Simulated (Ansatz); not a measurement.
# Honeycomb BAs bilayer (AA') in a perpendicular field, part 2 of 3

Aim: how the honeycomb BAs bilayer (AA') screens a field along its normal, and what the field does to its bands. A positive field points along +c.

Ansatz 0.2.0; plane-wave DFT, PBE-D3(BJ), Ansatz PAW.

So far. Step 2 (Relaxing the slab): The lattice constant a goes from 3.390 to 3.372 Å.

### Step 3. Single point, field 0, start network

A sawtooth potential applies the field, turning back in the middle of the vacuum. With the dipole correction the typed value is the field outside the slab. The induced dipole is small, so the SCF threshold is tight.

The cell differs from the one that the last finished run ended in (c 37.000 → 22.037 Å).

input.yaml

```yaml
crystal:
  lattice:
    - [3.3718932118, 0.0, 0.0]
    - [-1.6859466059, 2.9201451803, 0.0]
    - [0.0, 0.0, 22.0374012423]
  atoms:
    - { symbol: As, position: [0.6666666667, 0.3333333333, 0.4086314359] }
    - { symbol: B, position: [0.3333333333, 0.6666666667, 0.4083966118] }
    - { symbol: As, position: [0.3333333333, 0.6666666667, 0.5913685641] }
    - { symbol: B, position: [0.6666666667, 0.3333333333, 0.5916033882] }
kpoints:
  mp_grid: { grid: [18, 18, 1] }
  band_path:
    path: [[0, 0, 0], [0.5, 0, 0], [0.33333333, 0.33333333, 0], [0, 0, 0]]
    npoints: 16
hamiltonian:
  xc: pbe
  dispersion: d3bj
scf:
  occupations: { method: fermi_dirac, width: 0.02585 }
  convergence: { dr2_threshold: 1.0e-10 }
efield:
  axis: 3
  dipole_correction: true
  ramp_position: 0.97
  ramp_width: 0.06
  amplitude: 0
output:
  dos: { projected: true, e_range: [-6, 5] }
  write_potential: true
  write_density: true
  volumetric_format: npy
  elf: true
```

Run with:

```
ansatz run input.yaml --threads 2 --pin off --max-ram 3072MiB --backend cpu --events-out ev --progress --plain --runs-dir out
```

Numbers of over 12 decimals in the logs are rounded to 6 here.

The log of the run:

```text
[...]
Crystal: 4 atoms, lattice volume = 216.989 Å³
Basis set: ecut = 420 eV, 4261 PW (Γ)
Bands: 22, of which v1, the nominal top of the filled ones, is band 18 counted from 1 (17 counted from 0)
Symmetry: 6 space group operations
k-points: 37 of 324 (time reversal used)
[...]
SCF iter   1: F=—  HF=-10023.344713 eV  |F-HF|=—  |Δ(HF+E_count)|=         —  Δρ=1.67e-3  dr2=9.16e-3  ethr=1.77e-3  p=0.000 e·Å  D=7.88e-14 V/Å  ΔV_dip=-0.00 eV  dr2_dipole=4.87e-10  V_vac-E_F(+/−)=4.50/4.50 eV  ⟨swp⟩=6.8  Hψ=4161  notcnv=0
efield: sawtooth ramp at fractional position 0.9700 (set: `efield.ramp_position`, or a place that a band, a saddle search or an elastic batch's reference lends), width 0.0600; the density the first Hamiltonian is built on has a dipole p = 0.000 e·Å; the dipole correction subtracts the counter field D = 7.88e-14 V/Å, which shifts the + side's vacuum level by -0.00 eV against the − side's; the planar-averaged density in the ramp window peaks in size at 1.8e-5 e/Å³
[...]
SCF iter   2: F=—  HF=-10023.346866 eV  |F-HF|=—  |Δ(HF+E_count)|=   2.15e-3  Δρ=7.94e-4  dr2=3.91e-3  ethr=2.54e-5  p=-0.000 e·Å  D=-1.42e-5 V/Å  ΔV_dip=0.00 eV  dr2_dipole=3.52e-9  V_vac-E_F(+/−)=4.61/4.61 eV  ⟨swp⟩=3.4  Hψ=1761  notcnv=0
[...]
SCF iter  10: F=-10023.347108 eV  HF=-10023.347108 eV  |F-HF|=2.44e-10  |Δ(HF+E_count)|=   3.70e-9  Δρ=1.03e-7  dr2=1.76e-11  ethr=1.00e-12  p=0.000 e·Å  D=7.66e-8 V/Å  ΔV_dip=-0.00 eV  dr2_dipole=9.18e-14  V_vac-E_F(+/−)=4.56/4.56 eV  ⟨swp⟩=2.2  Hψ=2663  notcnv=0
SCF 1 converged in 10 iterations: F = -10023.347108 eV  dr2 = 1.76e-11
[...]
NSCF: frozen V_eff on 49 k-points
efield: sawtooth ramp at fractional position 0.9700 (kept from the solve that this one continues, or follows in the run), width 0.0600; the density the first Hamiltonian is built on has a dipole p = 0.000 e·Å; the dipole correction subtracts the counter field D = 7.66e-8 V/Å, which shifts the + side's vacuum level by -0.00 eV against the − side's; the planar-averaged density in the ramp window peaks in size at 6.7e-8 e/Å³
WARN: The output density's exchange-correlation potential varies sharply where the density is thin. Do not read a vacuum level from v_tot or v_xc, or from such a field of the output density. On a cell that repeats whose density bears no net charge and no dipole along the vacuum's axis use v_es (v_loc + v_h of the components); under efield.dipole_correction with no amplitude use v_es + v_field, which holds any externa [...]
SCF converged after 10 iterations
Free energy (F): -10023.347108 eV
[...]
Internal energy: -10023.347108 eV  (E = F + TS)
E sigma→0 (E₀):  -10023.347108 eV
Entropy (-TS):   -0.000000 eV (-0.000 meV/atom)
Fermi energy:    -0.610980 eV
Dipole field:    D = -0.000000 V/Å  (p = -0.000000 e·Å, saw-weighted, corrected)
Work function:   Φ+ = 4.5588 eV   Φ− = 4.5588 eV
Levels:          The Fermi level and band energies are counted from a zero that moves with the ramp; work functions are not
[...]
--- Band table (eV; the first three rows and the last of 37) ---
  k-point 0: bands = [... 14 lower, -2.5217, -2.5217, -2.4853, -2.4853, 2.6423, 2.7966, 3.0065, 3.3458]
  k-point 1: bands = [... 14 lower, -2.8238, -2.7821, -2.6205, -2.5832, 2.6967, 2.9150, 3.0925, 3.3969]
  k-point 2: bands = [... 14 lower, -3.5788, -3.5276, -2.8812, -2.8416, 2.8413, 2.9166, 3.0625, 3.5455]
  k-point 36: bands = [... 14 lower, -7.0508, -6.9679, -1.1289, -1.1289, -0.0900, -0.0899, 4.7277, 5.7030]
```

It took 25 s on 2 threads of Arm Neoverse N1, shared host; peak memory 0.49 GiB.

In the SCF lines HF is the Harris–Foulkes energy and dr2 the Hartree energy of the density residual, in eV; the loop may stop once dr2 is under the threshold and the program's other checks hold. Hψ counts applications of the Hamiltonian.

This step gave:

```
dipole along the normal            : -3.77e-7 e·Å
gap along the path                 : 0.7222 eV
smallest direct gap along the path : 0.7257 eV
ionisation energy, upper face      : 4.917 eV
electron affinity, upper face      : 4.195 eV
gap, the smaller of path and mesh  : 0.7222 eV
```

Running mean over a fixed 2.8 Å (it still follows the layers) of the planar mean; the ramp of the sawtooth is left out. Table of electron's electrostatic potential energy less the Fermi level by z:

```
z (Å)  electron's electrostatic potential energy less the Fermi level (eV)
    3                                                                 4.56
    4                                                                 4.56
    5                                                                 4.55
    6                                                                 4.48
    7                                                                 3.11
    8                                                                -1.85
    9                                                                -3.91
   10                                                                -1.99
   11                                                                 1.72
   12                                                                -1.81
   13                                                                -3.91
   14                                                                -2.03
   15                                                                 2.98
   16                                                                 4.47
   17                                                                 4.55
   18                                                                 4.56
   19                                                                 4.56
```

The density of states has structure finer than the step of the table below, so its rows give means over 0.25 eV, whole bins alone (the curve runs from -6 to 2.24 eV). Peaks (eV: height): -4.430: 2.79, -3.990: 3.54, -3.440: 4.05, -2.910: 4.15, -1.810: 2.54, -1.070: 1.94, 1.550: 2.07.

The density of states by energy, zero at the Fermi level of the run, which the smearing sets inside the gap; means over each step:

```
energy (eV)  density of states (states/eV a cell)
      -5.75                                  1.14
      -5.50                                  1.17
      -5.25                                  1.22
      -5.00                                  1.27
      -4.75                                  1.62
      -4.50                                  2.22
      -4.25                                  1.70
      -4.00                                  3.11
      -3.75                                  2.67
      -3.50                                  1.85
      -3.25                                  2.18
      -3.00                                  1.94
      -2.75                                  1.93
      -2.50                                  1.84
      -2.25                                  1.83
      -2.00                                  1.76
      -1.75                                  1.48
      -1.50                                  1.14
      -1.25                                  1.11
      -1.00                                  1.12
      -0.75                                 0.633
      -0.50                                 0.516
      -0.25                                     0
       0.00                                     0
       0.25                                0.0110
       0.50                                 0.641
       0.75                                  1.18
       1.00                                 0.872
       1.25                                 0.902
       1.50                                  1.36
       1.75                                  1.09
       2.00                                 0.966
```

Projected DOS per atom over height of the atomic layer and energy from the Fermi level. Layers: BAs BAs from below.

Ten even steps from '0' (0.004 states/eV) to '9' (0.754 states/eV), each cell a mean:
```
33
33
33
22
22
00
00
11
33
33
44
55
55
66
66
66
99
66
55
44
33
33
```
Columns: height of the atomic layer (Å) from 9.00 to 13.0; rows upwards: energy from the Fermi level (eV) from -5.96 to 2.23.

Electronic bands along the path, in eV, zero at the Fermi level of the run, which the smearing sets inside the gap:

```
  point  band 15  band 16  band 17  band 18  band 19  band 20  band 21  band 22
      Γ    -1.91    -1.91    -1.87    -1.87     3.25     3.41     3.62     3.96
halfway    -3.79    -3.16    -3.12    -2.93     2.81     2.95     4.05     4.32
      M    -4.00    -3.95    -1.79    -1.06     0.66     1.49     2.08     2.25
halfway    -5.30    -5.24    -1.45    -0.75     0.57     1.32     4.04     4.19
      K    -6.44    -6.36    -0.52    -0.52     0.52     0.52     5.34     6.31
halfway    -4.07    -4.01    -3.47    -2.62     3.51     4.12     4.31     4.31
      Γ    -1.91    -1.91    -1.87    -1.87     3.25     3.41     3.62     3.96
```

The electronic bands as a text plot (rows in eV, shown from -8.4 to 2.2 only):

```
    2.0 |               +++++++                ++
    1.6 |                +  +++++++          ++
    1.1 |                 ++       ++++     +  +
    0.7 |                   +++++++++  ++++++++
    0.3 |                            ++++ ++
   -0.2 |                              *  **
   -0.6 |                         *************
   -1.1 |                   ******   **     *  *
   -1.5 |                ***    *****        ** *
   -2.0 |****         *** ******               * **          ****
   -2.4 |  *****     *   *                      *  *      *****
   -2.8 |   *   ***** ***                        ** ***  *  *
   -3.3 |    ** ******                             *** *****
   -3.7 |*******   **********                         *   *******
   -4.2 |       ***       *******                   ** ***
   -4.6 |*******                **               ***   ** *******
   -5.0 |        **               **            ***   *
   -5.5 |          *               **          *      *
   -5.9 |           *                **     ***     **
   -6.4 |            *                 ******      *
   -6.8 |            *                           **
   -7.3 |             **                        *
   -7.7 |               *                      *
   -8.1 |                ***         **********
         Γ                   M           K                      Γ
```

ELF in the ca plane at fractional y = 0.333, with atoms of As and B within 0.2 Å of it. It is the smooth field of the valence electrons, not physical close to the nuclei.

Values, 5 rows by 16 columns, each cell a mean:
```
0.00 0.00 0.00 0.00 0.00 0.06 0.44 0.62 0.57 0.47 0.11 0.61 0.67 0.41 0.05 0.00
0.00 0.00 0.00 0.00 0.00 0.12 0.59 0.49 0.32 0.56 0.11 0.39 0.20 0.39 0.06 0.00
0.00 0.00 0.00 0.00 0.00 0.06 0.45 0.62 0.57 0.48 0.11 0.61 0.66 0.41 0.06 0.00
0.00 0.00 0.00 0.00 0.00 0.01 0.16 0.52 0.58 0.23 0.12 0.54 0.58 0.39 0.07 0.00
0.00 0.00 0.00 0.00 0.00 0.01 0.15 0.50 0.57 0.22 0.12 0.53 0.57 0.39 0.07 0.00
```
Columns run along c (16.0 Å, from fractional 0.05 to 0.77 of the cell), rows up along a (3.4 Å). Atoms in or near the plane, at fractional coordinates: As at (0.41, 0.67), B at (0.59, 0.67).

Valence density in the ca plane at fractional y = 0.333, with atoms of As and B within 0.2 Å of it. It is the smooth field of the valence electrons, not physical close to the nuclei.

Ten steps, logarithmic in the rise over the least value, from '0' (0 e/Å³) to '9' (26 e/Å³), each cell a mean:
```
00000000000000000001123211000001222100000000
00000000000000000001367631000001222110000000
00000000000000000001489841000001222210000000
00000000000000000001379731000001222210000000
00000000000000000001245421000001222110000000
00000000000000000000122210000001222100000000
00000000000000000000111110000001122100000000
00000000000000000000111110000001121100000000
00000000000000000000112110000001122100000000
```
Columns run along c (16.0 Å, from fractional 0.05 to 0.77 of the cell), rows up along a (3.4 Å). Atoms in or near the plane, at fractional coordinates: As at (0.41, 0.67), B at (0.59, 0.67).

Electrostatic potential energy in the ca plane at fractional y = 0.333, with atoms of As and B within 0.2 Å of it. With pseudopotentials it is smooth inside the atoms' cores, unlike the true potential.

Ten even steps from '0' (-19 eV) to '9' (4 eV), each cell a mean:
```
99999999999999999998521258999997645789999999
99999999999999999986136316999986100489999999
99999999999999999985189815899984000279999999
99999999999999999985169616899985000379999999
99999999999999999997312137999987413689999999
99999999999999999998743578999998656789999999
99999999999999999999876789999987534789999999
99999999999999999999876789999987534689999999
99999999999999999999866689999997655789999999
```
Columns run along c (16.0 Å, from fractional 0.05 to 0.77 of the cell; values clipped at the 3rd and 97th percentile), rows up along a (3.4 Å). Atoms in or near the plane, at fractional coordinates: As at (0.41, 0.67), B at (0.59, 0.67).

The gap is 0.72 eV, with the valence edge 4.92 eV and the conduction edge 4.20 eV under the upper vacuum level.

### Step 4. Atoms held, field 0.1 V/Å

input.yaml: that of step 3 with these lines changed.

```diff
@@ -24,7 +24,6 @@
   dipole_correction: true
-  ramp_position: 0.97
-  ramp_width: 0.06
-  amplitude: 0
+  ramp_position: 0.9494
+  ramp_width: 0.1012
+  amplitude: 0.1
 output:
-  dos: { projected: true, e_range: [-6, 5] }
   write_potential: true
@@ -32,2 +31 @@
   volumetric_format: npy
-  elf: true
```

The log of the run:

```text
[...]
Crystal: 4 atoms, lattice volume = 216.989 Å³
Basis set: ecut = 420 eV, 4261 PW (Γ)
Bands: 22, of which v1, the nominal top of the filled ones, is band 18 counted from 1 (17 counted from 0)
Symmetry: 6 space group operations
k-points: 37 of 324 (time reversal used)
[...]
--- Band table (eV; the first three rows and the last of 37) ---
  k-point 0: bands = [... 14 lower, -2.5540, -2.5540, -2.4539, -2.4539, 2.5979, 2.7922, 3.0010, 3.3487]
  k-point 1: bands = [... 14 lower, -2.8545, -2.7523, -2.6526, -2.5520, 2.6524, 2.9084, 3.0892, 3.3993]
  k-point 2: bands = [... 14 lower, -3.6069, -3.5004, -2.9125, -2.8112, 2.7982, 2.9098, 3.0632, 3.5433]
  k-point 36: bands = [... 14 lower, -7.0724, -6.9471, -1.1649, -1.0961, -0.1234, -0.0551, 4.7251, 5.6536]
[key lines of the parts left out:]
SCF converged after 12 iterations
Free energy (F): -10023.348714 eV
Fermi energy:    -0.611447 eV
Dipole field:    D = 0.026798 V/Å  (p = 0.032135 e·Å, saw-weighted, corrected)
```

It took 26 s on 2 threads; peak memory 0.48 GiB.

The dipole is 0.0321 e·Å, and the gap 0.716 eV.

### Step 5. Single point, field -0.1 V/Å

input.yaml: that of step 4 with these lines changed.

```diff
@@ -26,3 +26,3 @@
   ramp_width: 0.1012
-  amplitude: 0.1
+  amplitude: -0.1
 output:
```

The log of the run:

```text
[...]
Crystal: 4 atoms, lattice volume = 216.989 Å³
Basis set: ecut = 420 eV, 4261 PW (Γ)
Bands: 22, of which v1, the nominal top of the filled ones, is band 18 counted from 1 (17 counted from 0)
Symmetry: 6 space group operations
k-points: 37 of 324 (time reversal used)
[...]
--- Band table (eV; the first three rows and the last of 37) ---
  k-point 0: bands = [... 14 lower, -2.5540, -2.5540, -2.4539, -2.4539, 2.5979, 2.7922, 3.0010, 3.3487]
  k-point 1: bands = [... 14 lower, -2.8545, -2.7523, -2.6526, -2.5520, 2.6524, 2.9084, 3.0892, 3.3993]
  k-point 2: bands = [... 14 lower, -3.6069, -3.5004, -2.9126, -2.8112, 2.7982, 2.9098, 3.0632, 3.5433]
  k-point 36: bands = [... 14 lower, -7.0724, -6.9471, -1.1649, -1.0961, -0.1234, -0.0551, 4.7251, 5.6536]
[key lines of the parts left out:]
SCF converged after 12 iterations
Free energy (F): -10023.348714 eV
Fermi energy:    -0.611448 eV
Dipole field:    D = -0.026798 V/Å  (p = -0.032135 e·Å, saw-weighted, corrected)
```

Elapsed: 26 s, on 2 threads; peak memory 0.48 GiB.

The dipole is -0.0321 e·Å, and the gap 0.716 eV.

[end of part 2 of 3]

[Logs are printed without paths, hosts, clocks, repeated set-up lines and the standing remarks that a program may print on its own settings, such as how far it seeks lower states.]

[Hosts, paths, dates, database ids (printed as entryN), source tags and the programs' standing remarks are cut or masked in the printed files.]

[Maps of the electrostatic potential energy from Ansatz leave out the sawtooth potential of an applied field or a dipole correction, so their vacuum need not be flat; planar profiles and work functions include it.]

[The density of states shown here was stored with 400 of the rows of the run's finer table, so its peaks can read low, often by over a quarter, or be missed, and its means over a window can be off by a tenth or more.]
